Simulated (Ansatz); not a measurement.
# C (Fd-3m) in Ansatz: further runs

Aim: see how the results for C move with the level of theory and the settings. Levels: PBE, revPBE, BLYP+D3(BJ). Tasks: relaxation of cell and atoms.

Program: Ansatz 0.2.0. These are calculated values, not measurements. Logs are shortened: lines on timing, memory, paths and dates and some standing lists are left out, and cuts for length are marked.

## (1) Starting point

It takes space group Fd-3m (No. 227, cubic). Conventional cell: a = 3.567 Å, b = 3.567 Å, c = 3.567 Å, α = 90.00°, β = 90.00°, γ = 90.00°. C (site symmetry -43m) has 4 C at 1.54 Å as nearest neighbours.

This isn't the form of C at room conditions, which is graphite.

## (2) Relaxation of cell and atoms, PBE

input.yaml reads:

```yaml
crystal:
  lattice:
    - [0.0, 1.78337, 1.78337]
    - [1.78337, 0.0, 1.78337]
    - [1.78337, 1.78337, 0.0]
  atoms:
    - { symbol: C, position: [0.75, 0.75, 0.75] }
    - { symbol: C, position: [0.5, 0.5, 0.5] }
hamiltonian:
  xc: pbe
  pseudopotentials: { kind: paw }
kpoints:
  mp_grid: { grid: [13, 13, 13] }
scf:
  occupations: { method: fermi_dirac, width: 0.05 }
output:
  forces: true
  stress: true
  write_density: true
  write_potential: true
  elf: true
  volumetric_format: npy
relax:
  f_tol: 0.01
  max_steps: 40
  cell: { stress_tol: 0.05 }
```

Potentials or basis: Ansatz PAW.

Command:

```console
$ ansatz run input.yaml --threads 2 --pin off --max-ram 5120MiB --backend cpu --events-out ev --progress --plain --runs-dir out
```

Standard output:

```text
Warning: RAYON_NUM_THREADS=2 ignored (pool sized by the plan → 2); use --threads N
Engine: ansatz 0.2.0, x86_64-unknown-linux-gnu
Pseudopotentials: kind: paw
Pseudopotential: C, paw, valence charge 4, recommended cutoff 420 eV (normal), C.paw.azcp
Functional definition: PBE
  parameter kappa = 0.804
  parameter beta = 0.06672455060314922
  exchange = pbe_x(kappa = kappa, mu = beta*pi^2/3)
  correlation = pbe_c(beta = beta)
Crystal: 2 atoms, lattice volume = 11.344 Å³
Basis set: ecut = 420 eV, 229 PW (Γ), exchange–correlation on 36×36×36 points (8 copies of the dense FFT grid, shifted against one another)
Bands: 8, of which v1, the nominal top of the filled ones, is band 4 counted from 1 (3 counted from 0)
Symmetry: 48 space group operations
Space group: Fd-3m (ITA 227), of the structure as read, at distance tolerance 2.2e-5 Å
k-points: 84 of 2197
Non-local potential: C, projectors of the file, l = 0: 2, l = 1: 2, l = 2: 1
PAW form: soft (Blöchl's): semilocal exchange-correlation on the pseudo side does not see the compensation charge
PAW one-centre angular grid: C, 110 points (default); XC on 64 Gauss nodes
Initial density: superposition of atomic densities (neutral atoms: chi_scale 0, normalization atom), corrected by the library's trained network
Initial wavefunctions: pseudopotential atomic-orbital guess
Functional: x = pbe(κ = 0.804, μ = 0.2195149727645171), c = pbe(β = 0.06672455060314922)
SCF iter   1: F=—  HF=-501.615328 eV  |F-HF|=—  |Δ(HF+E_count)|=         —  Δρ=1.76e-3  dr2=9.21e-5  ethr=1.77e-3  ⟨swp⟩=4.7  Hψ=4335  notcnv=0
preconditioner: auto → none  [insulator: Δε(μ)=4.159 eV  Ē_g=19.632 eV  σ=0.050 eV  W_gap=1.00  n_scr=0 (ndim 8)  ℏωp=31.2 eV  f_vac=0.000  D(μ)=0.00/eV (n_scr^D=0)  ε∞_Penn≈3.5]
SCF iter   2: F=—  HF=-501.615446 eV  |F-HF|=—  |Δ(HF+E_count)|=   1.19e-4  Δρ=9.02e-4  dr2=2.48e-5  ethr=1.15e-6  ⟨swp⟩=2.1  Hψ=1645  notcnv=0
SCF iter   3: F=—  HF=-501.615499 eV  |F-HF|=—  |Δ(HF+E_count)|=   5.23e-5  Δρ=1.30e-4  dr2=1.21e-6  ethr=3.10e-7  ⟨swp⟩=2.1  Hψ=996  notcnv=0
SCF iter   4: F=—  HF=-501.615498 eV  |F-HF|=—  |Δ(HF+E_count)|=   4.02e-7  Δρ=5.92e-5  dr2=2.14e-7  ethr=1.51e-8  ⟨swp⟩=1.2  Hψ=704  notcnv=0
iter 5 did not close the SCF: its close was put off for the readings that it lacked (scf_convergence_deferred on its scf_iter line)
SCF iter   5: F=-501.615498 eV  HF=-501.615498 eV  |F-HF|=2.29e-11  |Δ(HF+E_count)|=   1.32e-8  Δρ=4.04e-6  dr2=7.57e-10  ethr=2.68e-9  ⟨swp⟩=2.4  Hψ=1001  notcnv=0
SCF iter   6: F=-501.615498 eV  HF=-501.615498 eV  |F-HF|=8.98e-12  |Δ(HF+E_count)|=  2.90e-10  Δρ=4.00e-7  dr2=5.00e-12  ethr=9.47e-12  ⟨swp⟩=4.1  Hψ=2839  notcnv=0
SCF 1 converged in 6 iterations: F = -501.615498 eV  dr2 = 5.00e-12
relax step   1: F+E_penalty+E_count = -501.61549839 eV  Δ(F+E_penalty+E_count) = +0.000e0 eV  max|allowed force component| = 1.850e-17 eV/Å  Δτ_max = 0.0000 Å  P = +1.776 GPa  Ω = 11.344 Å³  (6 SCF iters, accepted)
Crystal: 2 atoms, lattice volume = 11.371 Å³
Initial density: handed on by an earlier stage of this run
Initial wavefunctions: those handed on with the density
iter 1 solved again at ethr=4.81e-7 eV; its pass at ethr=3.10e-3 eV (dr2=3.85e-5 eV) is discarded
SCF iter   1: F=—  HF=-501.615543 eV  |F-HF|=—  |Δ(HF+E_count)|=         —  Δρ=6.22e-4  dr2=3.77e-5  ethr=4.81e-7  ⟨swp⟩=1.0  Hψ=4688  notcnv=0
preconditioner: auto → none  [insulator: Δε(μ)=4.142 eV  Ē_g=19.594 eV  σ=0.050 eV  W_gap=1.00  n_scr=0 (ndim 8)  ℏωp=31.1 eV  f_vac=0.000  D(μ)=0.00/eV (n_scr^D=0)  ε∞_Penn≈3.5]
SCF iter   2: F=—  HF=-501.615533 eV  |F-HF|=—  |Δ(HF+E_count)|=   9.95e-6  Δρ=2.53e-4  dr2=6.51e-6  ethr=4.71e-7  ⟨swp⟩=1.0  Hψ=674  notcnv=0
iter 3 did not close the SCF: its close was put off for the readings that it lacked (scf_convergence_deferred on its scf_iter line)
SCF iter   3: F=-501.615531 eV  HF=-501.615531 eV  |F-HF|=2.87e-8  |Δ(HF+E_count)|=   1.66e-6  Δρ=2.07e-5  dr2=2.84e-8  ethr=8.14e-8  ⟨swp⟩=2.0  Hψ=1008  notcnv=0
iter 4 did not close the SCF: its close was put off for the readings that it lacked (scf_convergence_deferred on its scf_iter line)
SCF iter   4: F=-501.615531 eV  HF=-501.615531 eV  |F-HF|=7.00e-10  |Δ(HF+E_count)|=   3.20e-8  Δρ=4.19e-6  dr2=1.73e-9  ethr=3.56e-10  ⟨swp⟩=2.2  Hψ=990  notcnv=0
iter 5 did not close the SCF: its close was put off for the readings that it lacked (scf_convergence_deferred on its scf_iter line)
SCF iter   5: F=-501.615531 eV  HF=-501.615531 eV  |F-HF|=5.57e-12  |Δ(HF+E_count)|=  5.09e-10  Δρ=3.92e-7  dr2=1.37e-11  ethr=2.17e-11  ⟨swp⟩=2.0  Hψ=1008  notcnv=0
SCF iter   6: F=-501.615531 eV  HF=-501.615531 eV  |F-HF|=5.68e-14  |Δ(HF+E_count)|=  3.41e-12  Δρ=2.45e-8  dr2=5.23e-14  ethr=1.00e-12  ⟨swp⟩=3.9  Hψ=2573  notcnv=0
SCF 2 converged in 6 iterations: F = -501.615531 eV  dr2 = 5.23e-14
relax step   2: F+E_penalty+E_count = -501.61553133 eV  Δ(F+E_penalty+E_count) = -3.294e-5 eV  max|allowed force component| = 1.943e-16 eV/Å  Δτ_max = 0.0000 Å  P = +0.684 GPa  Ω = 11.371 Å³  energy of the carried Pulay correction = -1.793e-4 eV  (6 SCF iters, dr2 threshold 2.00e-7 eV, accepted)
Crystal: 2 atoms, lattice volume = 11.389 Å³
iter 1 solved again at ethr=1.89e-7 eV; its pass at ethr=3.10e-3 eV (dr2=1.51e-5 eV) is discarded
SCF iter   1: F=—  HF=-501.615460 eV  |F-HF|=—  |Δ(HF+E_count)|=         —  Δρ=3.90e-4  dr2=1.48e-5  ethr=1.89e-7  ⟨swp⟩=1.0  Hψ=4689  notcnv=0
preconditioner: auto → none  [insulator: Δε(μ)=4.139 eV  Ē_g=19.572 eV  σ=0.050 eV  W_gap=1.00  n_scr=0 (ndim 8)  ℏωp=31.1 eV  f_vac=0.000  D(μ)=0.00/eV (n_scr^D=0)  ε∞_Penn≈3.5]
SCF iter   2: F=—  HF=-501.615457 eV  |F-HF|=—  |Δ(HF+E_count)|=   3.72e-6  Δρ=1.58e-4  dr2=2.56e-6  ethr=1.85e-7  ⟨swp⟩=1.0  Hψ=674  notcnv=0
iter 3 did not close the SCF: its close was put off for the readings that it lacked (scf_convergence_deferred on its scf_iter line)
SCF iter   3: F=-501.615456 eV  HF=-501.615456 eV  |F-HF|=1.13e-8  |Δ(HF+E_count)|=   6.54e-7  Δρ=1.30e-5  dr2=1.12e-8  ethr=3.20e-8  ⟨swp⟩=2.0  Hψ=1008  notcnv=0
iter 4 did not close the SCF: its close was put off for the readings that it lacked (scf_convergence_deferred on its scf_iter line)
SCF iter   4: F=-501.615456 eV  HF=-501.615456 eV  |F-HF|=2.77e-10  |Δ(HF+E_count)|=   1.26e-8  Δρ=2.63e-6  dr2=6.86e-10  ethr=1.40e-10  ⟨swp⟩=2.2  Hψ=991  notcnv=0
iter 5 did not close the SCF: its close was put off for the readings that it lacked (scf_convergence_deferred on its scf_iter line)
SCF iter   5: F=-501.615456 eV  HF=-501.615456 eV  |F-HF|=2.27e-12  |Δ(HF+E_count)|=  2.01e-10  Δρ=2.47e-7  dr2=5.47e-12  ethr=8.58e-12  ⟨swp⟩=2.0  Hψ=1008  notcnv=0
SCF iter   6: F=-501.615456 eV  HF=-501.615456 eV  |F-HF|=1.71e-13  |Δ(HF+E_count)|=  1.71e-12  Δρ=1.56e-8  dr2=2.12e-14  ethr=1.00e-12  ⟨swp⟩=3.5  Hψ=2414  notcnv=0
SCF 3 converged in 6 iterations: F = -501.615456 eV  dr2 = 2.12e-14
relax step   3: F+E_penalty+E_count = -501.61545606 eV  Δ(F+E_penalty+E_count) = +7.527e-5 eV  max|allowed force component| = 2.591e-16 eV/Å  Δτ_max = 0.0000 Å  P = +0.003 GPa  Ω = 11.389 Å³  energy of the carried Pulay correction = -2.919e-4 eV  (6 SCF iters, dr2 threshold 2.00e-7 eV, accepted)
Initial wavefunctions: pseudopotential atomic-orbital guess (no wavefunctions were taken with the density)
iter 1 solved again at ethr=1.93e-8 eV; its pass at ethr=3.10e-3 eV (dr2=1.55e-6 eV) is discarded
SCF iter   1: F=—  HF=-501.615747 eV  |F-HF|=—  |Δ(HF+E_count)|=         —  Δρ=3.51e-5  dr2=2.02e-8  ethr=1.93e-8  ⟨swp⟩=3.3  Hψ=6485  notcnv=0
preconditioner: auto → none  [insulator: Δε(μ)=4.141 eV  Ē_g=19.572 eV  σ=0.050 eV  W_gap=1.00  n_scr=0 (ndim 8)  ℏωp=31.1 eV  f_vac=0.000  D(μ)=0.00/eV (n_scr^D=0)  ε∞_Penn≈3.5]
SCF iter   2: F=—  HF=-501.615746 eV  |F-HF|=—  |Δ(HF+E_count)|=   6.46e-7  Δρ=1.75e-5  dr2=4.57e-9  ethr=2.52e-10  ⟨swp⟩=1.9  Hψ=906  notcnv=0
iter 3 did not close the SCF: its close was put off for the readings that it lacked (scf_convergence_deferred on its scf_iter line)
SCF iter   3: F=-501.615746 eV  HF=-501.615746 eV  |F-HF|=3.19e-11  |Δ(HF+E_count)|=   9.76e-9  Δρ=8.95e-7  dr2=1.57e-11  ethr=5.72e-11  ⟨swp⟩=2.6  Hψ=989  notcnv=0
iter 4 did not close the SCF: its close was put off for the readings that it lacked (scf_convergence_deferred on its scf_iter line)
SCF iter   4: F=-501.615746 eV  HF=-501.615746 eV  |F-HF|=1.14e-13  |Δ(HF+E_count)|=  3.37e-11  Δρ=3.54e-8  dr2=3.75e-14  ethr=1.00e-12  ⟨swp⟩=1.1  Hψ=681  notcnv=0
iter 5 did not close the SCF: its close was put off for the readings that it lacked (scf_convergence_deferred on its scf_iter line)
SCF iter   5: F=-501.615746 eV  HF=-501.615746 eV  |F-HF|=2.27e-13  |Δ(HF+E_count)|=  1.14e-13  Δρ=6.11e-9  dr2=2.82e-15  ethr=1.00e-12  ⟨swp⟩=1.0  Hψ=672  notcnv=0
iter 6 did not close the SCF: its close was put off for the readings that it lacked (scf_convergence_deferred on its scf_iter line)
SCF iter   6: F=-501.615746 eV  HF=-501.615746 eV  |F-HF|=0.00e0  |Δ(HF+E_count)|=  1.71e-13  Δρ=7.42e-10  dr2=3.43e-17  ethr=1.00e-12  ⟨swp⟩=1.0  Hψ=672  notcnv=0
SCF iter   7: F=-501.615746 eV  HF=-501.615746 eV  |F-HF|=2.84e-13  |Δ(HF+E_count)|=  1.14e-13  Δρ=1.94e-10  dr2=3.88e-18  ethr=1.00e-12  ⟨swp⟩=2.0  Hψ=1881  notcnv=0
SCF 4 converged in 7 iterations: F = -501.615746 eV  dr2 = 3.88e-18
relax step   4: F+E_penalty+E_count = -501.61574593 eV  Δ(F+E_penalty+E_count) = -2.899e-4 eV  max|allowed force component| = 1.989e-16 eV/Å  Δτ_max = 0.0000 Å  P = +0.046 GPa  Ω = 11.389 Å³  stress off target by 4.64e-2 GPa  SCF on the basis re-selected at this cell (its energy is not comparable with the rows above)  (7 SCF iters)
basis re-selected at this cell: Δ(F+E_penalty+E_count) = -2.899e-4 eV, ΔP = +0.043 GPa vs the last step (what re-selecting the basis moved, of the pressure what is left beyond the Pulay correction that the steps carried, after the strain that the cell walked since its last selection, with what the two solves' SCF thresholds leave and, on support functions, any second-order correction that the steps lacked; it is no measure of the basis error at this ecutwfc). This SCF's stress stands 4.64e-2 GPa from its target on what of the cell is left free (relax.cell.stress_tol is 5.00e-2 GPa) and its largest allowed force component is 1.99e-16 eV/Å (relax.f_tol is 1.00e-2 eV/Å): within both
SCF converged after 7 iterations
Free energy (F): -501.615746 eV
Harris-Foulkes:  -501.615746 eV  (|F-HF|=2.84e-13)
Internal energy: -501.615746 eV  (E = F + TS)
E sigma→0 (E₀):  -501.615746 eV
Fermi energy:    15.293416 eV
--- Per-component energies (eV) ---
  E_band       = 34.329958
  E_kinetic    = 184.262801
  E_local      = -122.689229  (includes V_loc(G=0)·N_el)
  E_nonlocal   = 53.268526
  E_hartree    = 26.823924
  E_xc         = -97.360463
  E_vxc        = -120.863889  (∫ρ·V_xc dr)
  E_paw        = -198.419582  (= ΣΔE_a)
  E_vpaw       = -13.296117  (= ΣTr[D̂ρ^β])
  E_aug_tail   = 0.000018  (compensation charges beyond the density's cutoff)
  E_ewald      = -347.501741
  E_smearing   = -0.000000  (= −TS)
  E_closure    = -0.000000  (closes the sum)
  Σ components = -501.615746   (vs F -501.615746, Δ=0.00e0)
--- Forces (eV/Å), atoms counted from 1 ---
  atom   1  C     -0.00000000     0.00000000     0.00000000
  atom   2  C      0.00000000    -0.00000000    -0.00000000
  max |Σ_I F_I| component: 8.10e-17 eV/Å
--- Stress (GPa, compression-positive) ---
        0.046447      -0.000000       0.000000
       -0.000000       0.046447      -0.000000
       -0.000000      -0.000000       0.046447
  P = ⅓ Tr σ = 0.0464 GPa (0.464 kbar)
--- Band table (eV; the first three rows and the last of 84) ---
  k-point 0: bands = ["-8.1808", "13.2452", "13.2452", "13.2452", "18.8280", "18.8280", "18.8280", "26.4328"]
  k-point 1: bands = ["-8.0174", "12.1817", "12.9665", "12.9665", "19.1914", "19.1914", "19.4526", "26.5774"]
  k-point 2: bands = ["-7.5290", "9.9196", "12.3387", "12.3387", "20.0146", "20.0146", "20.4641", "26.9989"]
  k-point 83: bands = ["0.4879", "1.9332", "4.6283", "5.6050", "23.4273", "23.4992", "25.2683", "26.5743"]
--- Relaxed structure (3 steps of the walk, 3 accepted, 1 SCFs on fresh bases) ---
  F+E_penalty+E_count = -501.61574593 eV   max|allowed force component| = 1.989e-16 eV/Å   (the final SCF, on the basis selected at the relaxed cell)
  cell:  # Å, volume = 11.3888 Å³
    - [2.5476860164477947e-35, 1.7857287722531452, 1.7857287722531452]
    - [1.7857287722531452, -6.687675793175462e-35, 1.7857287722531452]
    - [1.7857287722531452, 1.7857287722531452, -7.961518801399358e-35]
  atoms:
    - { symbol: C, position: [0.75, 0.75, 0.75] }
    - { symbol: C, position: [0.5, 0.5, 0.5] }
```

It took 8 s on 2 threads of Intel Xeon at 2.50GHz (Skylake/Cascade Lake), shared host; peak memory 0.29 GiB.

What came out:

```
Free energy                            : -501.6157 eV
Relaxed volume                         : 5.69 Å³/atom
Relaxed cell                           : a = 2.525 Å, b = 2.525 Å, c = 2.525 Å, α = 60.00°, β = 60.00°, γ = 60.00°
Space group after relaxing (to 0.05 Å) : Fd-3m (No. 227)
Energy gained by relaxing              : 0.1 meV/atom
Ionic steps                            : 4
Pressure after relaxing                : 0.0 GPa
Band gap on the k mesh                 : 4.14 eV, indirect (least direct gap 5.58 eV)
```

The path:
```csv
step,energy change (eV),largest force (eV/Å),volume (Å³)
1,0.0000,0.0000,11.34
2,0.0000,0.0000,11.37
3,0.0000,0.0000,11.39
4,-0.0002,0.0000,11.39
```

Final structure:
```
CELL_PARAMETERS angstrom
0.00000 1.78573 1.78573
1.78573 0.00000 1.78573
1.78573 1.78573 0.00000
ATOMIC_POSITIONS crystal
C 0.75000 0.75000 0.75000
C 0.50000 0.50000 0.50000
```

Caveat: odd divisions of the mesh miss points on the zone boundary, where band edges often lie, so the gap on the mesh can be too wide; the plane-wave basis is chosen anew once the cell has moved, so the energies of steps on either side of that aren't comparable; the pressure holds a Pulay correction of +1.0 GPa for the finite cutoff.

## (3) Relaxation of cell and atoms, revPBE

Edit input.yaml of step 2 so:

```diff
@@ -9,3 +9,3 @@
 hamiltonian:
-  xc: pbe
+  xc: revpbe
   pseudopotentials: { kind: paw }
@@ -18,6 +18,2 @@
   stress: true
-  write_density: true
-  write_potential: true
-  elf: true
-  volumetric_format: npy
 relax:
```

Potentials or basis: Ansatz PAW.

Command:

```console
$ ansatz run input.yaml --threads 2 --pin off --max-ram 5120MiB --backend cpu --events-out ev --progress --plain --runs-dir out
```

Run time: 9.2 s. Hardware: 2 threads of Intel Xeon at 2.50GHz (Skylake/Cascade Lake), shared host; peak memory 0.29 GiB.

The run converged. Its results:

| Quantity | Value |
| --- | --- |
| Free energy | -503.4172 eV |
| Relaxed volume | 5.76 Å³/atom |
| Relaxed cell | a = 2.535 Å, b = 2.535 Å, c = 2.535 Å, α = 60.00°, β = 60.00°, γ = 60.00° |
| Space group after relaxing (to 0.05 Å) | Fd-3m (No. 227) |
| Energy gained by relaxing | 1.7 meV/atom |
| Ionic steps | 6 |
| Pressure after relaxing | 0.0 GPa |
| Band gap on the k mesh | 4.11 eV |

The path:
```
step  energy change (eV)  largest force (eV/Å)  volume (Å³)
   1              0.0000                0.0000        11.34
   2             -0.0022                0.0000        11.44
   3             -0.0023                0.0000        11.51
   4             -0.0034                0.0000        11.51
   5             -0.0034                0.0000        11.51
   6             -0.0034                0.0000        11.51
```

Final structure:
```
C
1.0
     0.00000    1.79219    1.79219
     1.79219    0.00000    1.79219
     1.79219    1.79219    0.00000
C
2
Direct
  0.75000 0.75000 0.75000
  0.50000 0.50000 0.50000
```

Caveat: odd divisions of the mesh miss points on the zone boundary, where band edges often lie, so the gap on the mesh can be too wide; the plane-wave basis is chosen anew once the cell has moved, so the energies of steps on either side of that aren't comparable; the pressure holds a Pulay correction of +0.9 GPa for the finite cutoff; the PAW data sets come from PBE, with cores solved anew for the run's functional, which leaves a small shift of forces and pressure.

## (4) Relaxation of cell and atoms, BLYP+D3(BJ)

Edit input.yaml of step 3 so:

```diff
@@ -9,4 +9,5 @@
 hamiltonian:
-  xc: revpbe
+  xc: blyp
   pseudopotentials: { kind: paw }
+  dispersion: d3bj
 kpoints:
```

Command:

```console
$ ansatz run input.yaml --threads 2 --pin off --max-ram 5120MiB --backend cpu --events-out ev --progress --plain --runs-dir out
```

Wall time 6.7 s (2 threads of Intel Xeon at 2.50GHz (Skylake/Cascade Lake), shared host); peak memory 0.29 GiB.

It converged, with:

```
Free energy                            : -503.7198 eV
Relaxed volume                         : 5.68 Å³/atom
Relaxed cell                           : a = 2.523 Å, b = 2.523 Å, c = 2.523 Å, α = 60.00°, β = 60.00°, γ = 60.00°
Space group after relaxing (to 0.05 Å) : Fd-3m (No. 227)
Energy gained by relaxing              : 0.0 meV/atom
Ionic steps                            : 4
Pressure after relaxing                : 0.0 GPa
Band gap on the k mesh                 : 4.46 eV
```

Final structure:
```cif
data_structure
_symmetry_space_group_name_H-M 'P 1'
_symmetry_Int_Tables_number 1
_cell_length_a 2.5235
_cell_length_b 2.5235
_cell_length_c 2.5235
_cell_angle_alpha 60.000
_cell_angle_beta 60.000
_cell_angle_gamma 60.000
_cell_volume 11.36
loop_
_atom_site_label
_atom_site_type_symbol
_atom_site_fract_x
_atom_site_fract_y
_atom_site_fract_z
_atom_site_occupancy
C1 C 0.75000 0.75000 0.75000 1
C2 C 0.50000 0.50000 0.50000 1
```

Caveat: odd divisions of the mesh miss points on the zone boundary, where band edges often lie, so the gap on the mesh can be too wide; the plane-wave basis is chosen anew once the cell has moved, so the energies of steps on either side of that aren't comparable; the pressure holds a Pulay correction of +1.2 GPa for the finite cutoff; the PAW data sets come from PBE, with cores solved anew for the run's functional, which leaves a small shift of forces and pressure.

## (5) Overview

| level | gap on the mesh (eV) | pressure (GPa) | relaxed volume (Å³/atom) |
| --- | --- | --- | --- |
| PBE | 4.14 | 0.0 | 5.69 |
| revPBE | 4.11 | 0.0 | 5.76 |
| BLYP+D3(BJ) | 4.46 | 0.0 | 5.68 |

Alike in all rows: task relaxation of cell and atoms; potentials or basis Ansatz PAW; no spin polarisation; cell relaxed; k mesh 13 × 13 × 13; cutoff (eV) 420; smearing fermi-dirac 0.05 eV.

Caveats: odd divisions of the mesh miss points on the zone boundary, where band edges often lie, so the gap on the mesh can be too wide; the plane-wave basis is chosen anew once the cell has moved, so the energies of steps on either side of that aren't comparable; the PAW data sets come from PBE, with cores solved anew for the run's functional, which leaves a small shift of forces and pressure (some runs).

Total energies depend on the potentials used, so only differences within one code and one set of settings carry meaning.

## (6) Against experiment

Step 2. The cell as given is a measured one (5.67 Å³/atom); PBE puts the equilibrium volume +0.4 % from it, thermal expansion not counted.

Step 3. The cell as given is a measured one (5.67 Å³/atom); revPBE puts the equilibrium volume +1.5 % from it, thermal expansion not counted.

Step 4. The cell as given is a measured one (5.67 Å³/atom); BLYP+D3(BJ) puts the equilibrium volume +0.2 % from it, thermal expansion not counted.
